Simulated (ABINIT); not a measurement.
# TePb (Fm-3m) in ABINIT: further runs

Aim: see how the results for TePb move with the level of theory and the settings. Levels: LDA-Teter, LDA-VWN. Tasks: band structure.

Everything below comes from runs of ABINIT 10.8.3 (patched build). Logs are shortened: lines on timing, memory, paths and dates and some standing lists are left out, and cuts for length are marked. The log counts tension as positive stress, the text compression.

## (1) Starting point

Symmetry: Fm-3m, No. 225, cubic system. The conventional cell has a = 6.462 Å, b = 6.462 Å, c = 6.462 Å, α = 90.00°, β = 90.00°, γ = 90.00°. Around Pb (site symmetry m-3m) lie 6 Te at 3.23 Å. Te (site symmetry m-3m) has 6 Pb at 3.23 Å as nearest neighbours.

## (2) Band structure, LDA-Teter

File run.abi:

```
ndtset 2

pp_dirpath "./"
pseudos "Pb.LDA_PW-JTH.xml, Te.LDA_PW-JTH.xml"

acell 4.56932402 4.56932402 4.56932402 Angstrom
rprim
     0.0000000000     0.7071067812     0.7071067812
     0.7071067812     0.0000000000     0.7071067812
     0.7071067812     0.7071067812     0.0000000000
ntypat 2
znucl 82 52
natom 2
typat 1 2
xcart
     0.0000000000     0.0000000000     0.0000000000
     3.2310000000     3.2310000000     3.2310000000 Angstrom

ecut 17.0
pawecutdg 34.0

ixc 1

occopt 3
tsmear 0.00183747

nstep 100

iomode 3
prtwf 0
prteig 0
prtebands 0
enunit 1
prtden1 1

kptopt1 1
ngkpt1 7 7 7
nshiftk1 1
shiftk1 0.0 0.0 0.0
nband1 14
tolvrs1 1.0e-9

iscf2 -2
getden2 1
nband2 18
nbdbuf2 2
tolwfr2 1.0e-12
kptopt2 -9
ndivsm2 5
prteig2 1
prtvol2 -3
kptbounds2
     0.0000000000     0.0000000000     0.0000000000
     0.5000000000     0.0000000000     0.5000000000
     0.5000000000     0.2500000000     0.7500000000
     0.3750000000     0.3750000000     0.7500000000
     0.0000000000     0.0000000000     0.0000000000
     0.5000000000     0.5000000000     0.5000000000
     0.6250000000     0.2500000000     0.6250000000
     0.5000000000     0.2500000000     0.7500000000
     0.5000000000     0.5000000000     0.5000000000
     0.3750000000     0.3750000000     0.7500000000
```

Potentials or basis: JTH PAW LDA v2.0.

Run with:

```sh
$ abinit run.abi > log 2>&1
```

run.abo:

```text
.Version 10.8.3 of ABINIT
 DATASET    1 : space group Fm -3 m (#225); Bravais cF (face-center cubic)
================================================================================
 Values of the parameters that define the memory need for DATASET  1.
     intxc =       0    ionmov =       0      iscf =      17    lmnmax =      18
     lnmax =       6     mgfft =      36  mpssoang =       3    mqgrid =    3001
     natom =       2  nloc_mem =       2    nspden =       1   nspinor =       1
    nsppol =       1      nsym =      48    n1xccc =       1    ntypat =       2
    occopt =       3   xclevel =       1
       mpw =        1541          nfft =       46656          nkpt =          20
 PAW method is used; the additional fine FFT grid is defined by:
   mgfftf=        48    nfftf =    110592
================================================================================
================================================================================

 DATASET    2 : space group Fm -3 m (#225); Bravais cF (face-center cubic)
================================================================================
 Values of the parameters that define the memory need for DATASET  2.
     intxc =       0    ionmov =       0      iscf =      -2    lmnmax =      18
     lnmax =       6     mgfft =      36  mpssoang =       3    mqgrid =    3001
     natom =       2  nloc_mem =       2    nspden =       1   nspinor =       1
    nsppol =       1      nsym =      48    n1xccc =       1    ntypat =       2
    occopt =       3   xclevel =       1
       mpw =        1544          nfft =       46656          nkpt =          87
 PAW method is used; the additional fine FFT grid is defined by:
   mgfftf=        48    nfftf =    110592
================================================================================
================================================================================

--------------------------------------------------------------------------------
------------- Echo of variables that govern the present computation ------------
--------------------------------------------------------------------------------
 -outvars: echo values of preprocessed input variables --------
            acell      8.6347709783E+00  8.6347709783E+00  8.6347709783E+00 Bohr
              amu      2.07200000E+02  1.27600000E+02
             ecut      1.70000000E+01 Hartree
           enunit           1
           getden1          0
           getden2          1
             iscf1         17
             iscf2         -2
           jdtset        1    2
           kptopt1          1
           kptopt2         -9
         kptrlatt        7    0    0      0    7    0      0    0    7
          kptrlen1     6.04433968E+01
          kptrlen2     3.00000000E+01
            natom           2
            nband1         14
            nband2         18
           nbdbuf1          0
           nbdbuf2          2
           ndtset           2
           ndivsm1          0
[... 920 lines left out ...]
...

 Integrated electronic density in atomic spheres:
 ------------------------------------------------
 Atom  Sphere_radius  Integrated_density
    1        2.40264         11.35131816
    2        2.31107          3.15721174

================================================================================

 ----iterations are completed or convergence reached----

 Mean square residual over all n,k,spin=   55.165E-14; max=  99.795E-14
 reduced coordinates (array xred) for    2 atoms
       0.000000000000      0.000000000000      0.000000000000
       0.500000000000      0.500000000000      0.500000000000

 cartesian coordinates (angstrom) at end:
    1      0.00000000000000     0.00000000000000     0.00000000000000
    2      3.23100000004204     3.23100000004204     3.23100000004204
 length scales=  8.634770978332  8.634770978332  8.634770978332 bohr
              =  4.569324020000  4.569324020000  4.569324020000 angstroms
 Eigenvalues (   eV  ) for nkpt=  87  k points:
 kpt#   1, nband= 18, wtk=  1.00000, kpt=  0.0000  0.0000  0.0000 (reduced coord)
 -17.68178  -17.68178  -17.67052  -17.67052  -17.67052  -13.14996   -6.82255   -2.39826
  -2.39826   -2.39826    2.99550    2.99550    2.99550    4.82143    4.82143    4.82143
   6.40580    6.42276
 kpt#   2, nband= 18, wtk=  1.00000, kpt=  0.0357  0.0000  0.0357 (reduced coord)
 -17.68219  -17.68154  -17.67065  -17.67002  -17.67002  -13.13533   -6.87108   -2.42165
  -2.42165   -2.31576    2.74126    2.99197    2.99197    4.70494    4.89827    4.89827
   6.52378    6.55774
 kpt#   3, nband= 18, wtk=  1.00000, kpt=  0.0714  0.0000  0.0714 (reduced coord)
 -17.68435  -17.68111  -17.67102  -17.66919  -17.66919  -13.09159   -7.00460   -2.48956
  -2.48956   -2.08647    2.14422    2.98978    2.98978    4.43929    5.11752    5.11752
   6.66232    6.93448
 kpt#   4, nband= 18, wtk=  1.00000, kpt=  0.1071  0.0000  0.1071 (reduced coord)
 -17.68722  -17.68082  -17.67174  -17.66874  -17.66874  -13.01914   -7.19521   -2.59571
  -2.59571   -1.76449    1.44519    3.00556    3.00556    4.12823    5.45504    5.45504
   6.77700    7.31750
 kpt#   5, nband= 18, wtk=  1.00000, kpt=  0.1429  0.0000  0.1429 (reduced coord)
[... 317 lines left out ...]
  -2.91499   -2.64447    1.57594    1.72356    3.69092    5.12971    7.22735    7.88456
  10.07208   11.61493
 kpt#  85, nband= 18, wtk=  1.00000, kpt=  0.4028  0.4028  0.6944 (reduced coord)
 -17.72135  -17.68435  -17.66901  -17.65590  -17.65110  -11.43569   -9.32122   -4.80793
  -3.08727   -2.84680    1.92668    2.06856    4.20477    4.73870    7.39442    7.93597
  10.09108   11.90062
 kpt#  86, nband= 18, wtk=  1.00000, kpt=  0.3889  0.3889  0.7222 (reduced coord)
 -17.72614  -17.68227  -17.67072  -17.65415  -17.65017  -11.39796   -9.22969   -5.05042
  -3.23561   -3.02154    2.22416    2.38912    4.38826    4.58118    7.65632    8.06807
  10.10194   11.93493
 kpt#  87, nband= 18, wtk=  1.00000, kpt=  0.3750  0.3750  0.7500 (reduced coord)
 -17.72971  -17.68070  -17.67228  -17.65298  -17.64938  -11.38472   -9.14050   -5.18830
  -3.35758   -3.16841    2.45118    2.67516    4.10060    4.79640    7.93319    8.28580
  10.24365   11.69067

== END DATASET(S) ==============================================================
================================================================================

 -outvars: echo values of variables after computation  --------
            acell      8.6347709783E+00  8.6347709783E+00  8.6347709783E+00 Bohr
           etotal1    -6.9850293601E+01
            fcart1    -0.0000000000E+00 -0.0000000000E+00 -0.0000000000E+00
                      -0.0000000000E+00 -0.0000000000E+00 -0.0000000000E+00
            rprim      0.0000000000E+00  7.0710678120E-01  7.0710678120E-01
                       7.0710678120E-01  0.0000000000E+00  7.0710678120E-01
                       7.0710678120E-01  7.0710678120E-01  0.0000000000E+00
           strten1     8.9642187007E-05  8.9642187007E-05  8.9642187007E-05
                       0.0000000000E+00  0.0000000000E+00  0.0000000000E+00
           xangst      0.0000000000E+00  0.0000000000E+00  0.0000000000E+00
                       3.2310000000E+00  3.2310000000E+00  3.2310000000E+00
             xred      0.0000000000E+00  0.0000000000E+00  0.0000000000E+00
                       5.0000000000E-01  5.0000000000E-01  5.0000000000E-01
 Calculation completed.
```

Run time: 74 s. Hardware: 1 thread of Arm Neoverse V2, shared host; peak memory 0.12 GiB.

Results:

| Property | Result |
| --- | --- |
| Free energy | -1900.7233 eV |
| Valence electrons inside the program's atomic spheres | Pb 11.35; Te 3.16 |

Levels at the corners of the path, in eV from the Fermi level:
```
point  band 8  band 9  band 10  band 11  band 12  band 13
    Γ   -1.68   -1.68    -1.68     3.72     3.72     3.72
    X   -4.85   -3.14    -3.14     2.95     5.08     5.08
    W   -4.14   -4.14    -0.69     1.24     4.85     4.85
    K   -4.47   -2.64    -2.45     3.17     3.40     4.82
    Γ   -1.68   -1.68    -1.68     3.72     3.72     3.72
    L   -1.20   -1.20    -0.36     0.27     0.85     0.85
    U   -4.47   -2.64    -2.45     3.17     3.40     4.82
    W   -4.14   -4.14    -0.69     1.24     4.85     4.85
    L   -1.20   -1.20    -0.36     0.27     0.85     0.85
    K   -4.47   -2.64    -2.45     3.17     3.40     4.82
```

Caveat: this odd mesh misses L, where the gap lies, so gap, dielectric constants and Born charges aren't listed; spin-orbit coupling is left out, which moves the levels of the heavy elements.

## (3) Band structure, LDA-VWN, spin-orbit coupling, no magnetisation

File run.abi:

```
# Datasets: ground state, then fixed potential
ndtset 2

# Pseudopotentials
pp_dirpath "./"
pseudos "Pb.LDA_PW-JTH.xml, Te.LDA_PW-JTH.xml"

# Structure
acell 3*1.0
rprim
     0.0000000000     6.1057051087     6.1057051087
     6.1057051087     0.0000000000     6.1057051087
     6.1057051087     6.1057051087     0.0000000000
ntypat 2
znucl 82 52
natom 2
typat 1 2
xred
     0.0000000000     0.0000000000     0.0000000000
     0.5000000000     0.5000000000     0.5000000000

# Plane-wave basis
ecut 462.593566 eV
pawecutdg 34.0

# Exchange and correlation
ixc -1007

# Bands and occupations
occopt 3
tsmear 0.00183747

# Spin
nspinor 2
nspden 1
pawspnorb 1

# SCF cycle
nstep 100

# Output
iomode 3
prtwf 0
prteig 0
prtebands 0
enunit 1
prtden1 1
prtvha1 1
prtvclmb1 1
prtpot1 1

# Dataset 1
kptopt1 4
ngkpt1 7 7 7
nshiftk1 1
shiftk1 0.0 0.0 0.0
nband1 28
tolvrs1 1.0e-9

# Dataset 2: bands along G-X-W-K-G-L-U-W-L-K
iscf2 -2
getden2 1
nband2 36
nbdbuf2 2
tolwfr2 1.0e-12
kptopt2 -9
ndivsm2 5
prteig2 1
kptbounds2
     0.0000000000     0.0000000000     0.0000000000
     0.5000000000     0.0000000000     0.5000000000
     0.5000000000     0.2500000000     0.7500000000
     0.3750000000     0.3750000000     0.7500000000
     0.0000000000     0.0000000000     0.0000000000
     0.5000000000     0.5000000000     0.5000000000
     0.6250000000     0.2500000000     0.6250000000
     0.5000000000     0.2500000000     0.7500000000
     0.5000000000     0.5000000000     0.5000000000
     0.3750000000     0.3750000000     0.7500000000
```

Potentials or basis: JTH PAW LDA v2.0.

Run with:

```sh
$ abinit run.abi > log 2>&1
```

run.abo:

```text
.Version 10.8.3 of ABINIT
 DATASET    1 : space group F4 3 2 (#209); Bravais cF (face-center cubic)
================================================================================
 Values of the parameters that define the memory need for DATASET  1.
     intxc =       0    ionmov =       0      iscf =      17    lmnmax =      18
     lnmax =       6     mgfft =      36  mpssoang =       3    mqgrid =    3001
     natom =       2  nloc_mem =       2    nspden =       1   nspinor =       2
    nsppol =       1      nsym =      24    n1xccc =       1    ntypat =       2
    occopt =       3   xclevel =       1
       mpw =        1541          nfft =       46656          nkpt =          21
 PAW method is used; the additional fine FFT grid is defined by:
   mgfftf=        48    nfftf =    110592
================================================================================
================================================================================

 DATASET    2 : space group F4 3 2 (#209); Bravais cF (face-center cubic)
================================================================================
 Values of the parameters that define the memory need for DATASET  2.
     intxc =       0    ionmov =       0      iscf =      -2    lmnmax =      18
     lnmax =       6     mgfft =      36  mpssoang =       3    mqgrid =    3001
     natom =       2  nloc_mem =       2    nspden =       1   nspinor =       2
    nsppol =       1      nsym =      24    n1xccc =       1    ntypat =       2
    occopt =       3   xclevel =       1
[... 1428 lines left out ...]
  -2.19995   -2.19995   -1.90990   -1.90990    1.24804    1.24804    3.04335    3.04335
   3.58277    3.58277    4.42897    4.42897    5.04067    5.04067    5.19800    5.19800
[... 491 lines left out ...]
   4.09970    4.09970    4.80180    4.80180    7.38651    7.38651    7.92942    7.92942
  10.06862   10.06862   11.87064   11.92657
 kpt#  86, nband= 36, wtk=  1.00000, kpt=  0.3889  0.3889  0.7222 (reduced coord)
 -19.10371  -19.10371  -19.09734  -19.09734  -16.55896  -16.55896  -16.52753  -16.52753
 -16.50158  -16.50158  -11.45921  -11.45921   -9.16604   -9.16604   -5.13973   -5.13973
  -3.54365   -3.54365   -2.87070   -2.87070    1.66980    1.66980    2.72389    2.72389
   4.24192    4.24192    4.68694    4.68694    7.64601    7.64601    8.05952    8.05952
  10.09302   10.09302   11.88193   11.88465
 kpt#  87, nband= 36, wtk=  1.00000, kpt=  0.3750  0.3750  0.7500 (reduced coord)
 -19.10416  -19.10416  -19.09729  -19.09729  -16.56161  -16.56161  -16.52741  -16.52741
 -16.50069  -16.50069  -11.44366  -11.44366   -9.07684   -9.07684   -5.27589   -5.27589
  -3.67743   -3.67743   -3.00570   -3.00570    1.91701    1.91701    2.95329    2.95329
   4.07440    4.07440    4.80784    4.80784    7.91979    7.91979    8.27551    8.27551
  10.24086   10.24086   11.63872   11.63904

== END DATASET(S) ==============================================================
================================================================================

 -outvars: echo values of variables after computation  --------
            acell      1.0000000000E+00  1.0000000000E+00  1.0000000000E+00 Bohr
           etotal1    -6.9879673034E+01
            fcart1    -0.0000000000E+00 -0.0000000000E+00 -0.0000000000E+00
                      -0.0000000000E+00 -0.0000000000E+00 -0.0000000000E+00
            rprim      0.0000000000E+00  6.1057051087E+00  6.1057051087E+00
                       6.1057051087E+00  0.0000000000E+00  6.1057051087E+00
                       6.1057051087E+00  6.1057051087E+00  0.0000000000E+00
           strten1     9.8603178529E-05  9.8603178529E-05  9.8603178529E-05
                       0.0000000000E+00  0.0000000000E+00  0.0000000000E+00
           xangst      0.0000000000E+00  0.0000000000E+00  0.0000000000E+00
                       3.2309999978E+00  3.2309999978E+00  3.2309999978E+00
             xred      0.0000000000E+00  0.0000000000E+00  0.0000000000E+00
                       5.0000000000E-01  5.0000000000E-01  5.0000000000E-01
 Calculation completed.
```

It took 7.5 min on 1 thread of Arm Neoverse V2, shared host; peak memory 0.23 GiB.

What came out:

- Free energy: -1901.5228 eV
- Valence electrons inside the program's atomic spheres: Pb 11.38; Te 3.15

Levels at the corners of the path, in eV from the Fermi level:
```tsv
point	band 16	band 17	band 18	band 19	band 20	band 21	band 22	band 23	band 24	band 25
Γ	-2.18	-1.07	-1.07	-1.07	-1.07	2.55	2.55	4.66	4.66	4.66
X	-4.62	-3.26	-3.26	-2.56	-2.56	3.26	3.26	4.44	4.44	6.06
W	-3.95	-3.89	-3.89	-0.43	-0.43	1.39	1.39	5.07	5.07	5.18
K	-4.24	-2.64	-2.64	-1.97	-1.97	2.95	2.95	3.99	3.99	5.11
Γ	-2.18	-1.07	-1.07	-1.07	-1.07	2.55	2.55	4.66	4.66	4.66
L	-1.31	-0.69	-0.69	-0.11	-0.11	0.01	0.01	1.14	1.14	1.65
U	-4.24	-2.64	-2.64	-1.97	-1.97	2.95	2.95	3.99	3.99	5.11
W	-3.95	-3.89	-3.89	-0.43	-0.43	1.39	1.39	5.07	5.07	5.18
L	-1.31	-0.69	-0.69	-0.11	-0.11	0.01	0.01	1.14	1.14	1.65
K	-4.24	-2.64	-2.64	-1.97	-1.97	2.95	2.95	3.99	3.99	5.11
```

Caveat: this odd mesh misses L, where the gap lies, so gap, dielectric constants and Born charges aren't listed.
